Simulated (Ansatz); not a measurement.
# Ni3O2: the cost of one run

Computed with Ansatz 0.2.0 (DFT PBEsol, scalar-relativistic, plane waves, PAW, unless a step's input says otherwise).

3 further runs of the same task are left out: 3 set aside as unsound or not needed.

## Step 1: Starting point

The structure is trigonal, space group R-3m (No. 166). The conventional cell has a = 5.710 Å, b = 5.710 Å, c = 5.759 Å, α = 90.00°, β = 90.00°, γ = 120.00°. Ni (site symmetry 2/m) has 2 O at 1.77 Å in its first shell of neighbours. O (site symmetry 3m) has 3 Ni at 1.77 Å in its first shell of neighbours.

Coordinates:

```cif
data_structure
_symmetry_space_group_name_H-M 'P 1'
_symmetry_Int_Tables_number 1
_cell_length_a 3.8147
_cell_length_b 3.8147
_cell_length_c 3.8147
_cell_angle_alpha 96.901
_cell_angle_beta 96.901
_cell_angle_gamma 96.901
_cell_volume 54.20
loop_
_atom_site_label
_atom_site_type_symbol
_atom_site_fract_x
_atom_site_fract_y
_atom_site_fract_z
_atom_site_occupancy
Ni1 Ni 0.50000 0.00000 0.00000 1
Ni2 Ni 0.00000 0.50000 0.00000 1
Ni3 Ni 0.00000 0.00000 0.50000 1
O1 O 0.27720 0.27720 0.27720 1
O2 O 0.72280 0.72280 0.72280 1
```

This is a trial structure built by rule; it need not be a known or stable form of this composition.

This cell was relaxed beforehand with the same method: volume 10.84 Å³/atom, gap on the mesh none (metal).

It is a trial structure (swap of S by O in Ni3S2), so another structure or a mixture of phases may lie lower.

## Step 2: Dielectric function

Input file input.yaml:

```yaml
crystal:
  lattice:
    - [2.8548497698, 1.648248283, 1.919600678]
    - [-2.8548497698, 1.648248283, 1.919600678]
    - [0.0, -3.2964965662, 1.9196006779]
  atoms:
    - { symbol: Ni, position: [0.5, -1.4191e-06, 1.0000014191] }
    - { symbol: Ni, position: [1.0000014191, 0.5, -1.4191e-06] }
    - { symbol: Ni, position: [-1.4191e-06, 1.0000014191, 0.5] }
    - { symbol: O, position: [0.2771997102, 0.2771997102, 0.2771997102] }
    - { symbol: O, position: [0.7228002898, 0.7228002898, 0.7228002898] }
basis:
  ecutwfc: 420
kpoints:
  mp_grid: { grid: [12, 12, 12] }
hamiltonian:
  xc: pbesol
scf:
  occupations: { method: fermi_dirac, width: 0.15 }
  n_extra_bands: 20
output:
  eigenvalues: true
  optics: { e_range: [0, 14], sigma: 0.1, nscf_kmesh: { grid: [18, 18, 18] } }
checkpoint:
  read: start.run
  write: ck
  compress: false
  write_wavefunctions: false
  write_every: 100000
```

Run with:

```console
$ ansatz run input.yaml --threads 2 --pin off --max-ram 6144MiB --backend cpu --events-out ev --progress --plain --runs-dir out
```

**Question.** How long does this run take on 2 threads of Arm Neoverse V2, shared host, and how much memory does it need?

About 5.7 min, with a peak of 4.5 GiB.
